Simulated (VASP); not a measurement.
## CoO: single point with BLYP+D3

CoO:

```
CELL_PARAMETERS angstrom
0.00000 2.13150 2.13150
2.13150 0.00000 2.13150
2.13150 2.13150 0.00000
ATOMIC_POSITIONS crystal
Co 0.00000 0.00000 0.00000
O 0.50000 0.50000 0.50000
```

```yaml
Program: VASP 6.6.1
Task: single point
Functional: BLYP
Dispersion: D3
Potentials_or_basis: VASP PAW PBE potentials, release 64 (Co, O)
Cutoff: 520 eV
k_mesh: 11 × 11 × 11
Occupations: fermi-dirac, width 0.05 eV
Spin: collinear spin, random start
Starting_moments: "[-0.87, 0.0] μB"
```

* Pressure: -2.5 GPa
* Band gap on the k mesh: none (metal or under the smearing width)
* Net moment: -2.77 μB per cell
* Site moments: Co -2.45; O -0.27 μB
* Valence electrons inside the program's atomic spheres: Co 7.81; O 4.99
* Dispersion energy per atom: -0.342 eV

Levels at points of the mesh, in eV from the Fermi level:
Spin up:
```csv
k point,band 4,band 5,band 6,band 7,band 8,band 9
"(0.00, 0.00, 0.00)",-2.57,-1.08,-1.08,-1.08,0.09,0.09
```
Spin down:
```
           k point  band 7  band 8  band 9  band 10  band 11
(0.00, 0.00, 0.00)   -2.88   -2.88   -2.88     1.34    17.61
```

It took 54 s on 1 thread of Intel(R) Xeon(R) Platinum 8488C (Sapphire Rapids), with other jobs on the host, peak memory 0.17 GiB.

Caveat: the PAW data sets were made with another functional, which shifts forces and pressure a little; a cell with one magnetic atom can't hold antiferromagnetic order, which such compounds often take; semilocal functionals often make such compounds metallic where correlation or magnetic order opens a gap, which also shifts bond lengths; pairwise dispersion overbinds metals, which lowers pressure and volume. With open d or f shells a metallic result of BLYP can be an artefact of self-interaction; +U or a hybrid may open a gap.
